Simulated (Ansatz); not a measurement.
NiSi: opening a crack plane

NiSi, Pnma, a = 5.088 Å, b = 3.358 Å, c = 5.528 Å. Ansatz: PBEsol, PAW, 420 eV, Γ-centred 8×12×4 mesh on 16 atoms, Gaussian smearing 0.15 eV; no spin polarisation. One cut on (001) per cell of 16 atoms is opened rigidly by x, between planes of Si and Si that stand 0.96 Å apart; y is the energy per area (17.084 Å², 1 eV/Å² = 16.02 J/m²).

| x (Å) | y (J/m²) |
| --- | --- |
| 0.00 | 0.000 |
| 0.25 | ? |
| 0.50 | 1.064 |
| 0.75 | 1.826 |
| 1.00 | 2.500 |
| 1.50 | 3.481 |
| 2.00 | 4.039 |
| 3.00 | 4.423 |
| 4.50 | 4.507 |
| 6.00 | 4.513 |

Q: Fit the universal binding curve y = W[1 − (1 + x/l) e^(−x/l)] to the other rows, give the peak stress, and predict the missing value.

A: Least squares gives W = 4.53 J/m² and l = 0.538 Å. The stress dy/dx peaks at x = l with W/(e l) = 31.0 GPa, for rigid faces. At x = 0.25: x/l = 0.465, y = 0.361 J/m². The run gave 0.352 J/m², so the fit is 0.009 J/m² too high, within the rms miss on the fitted rows (0.015 J/m²).

Cost: 11 runs of about 21 core-minutes in all, on Intel Xeon 6975P-C (Granite Rapids) (shared hosts).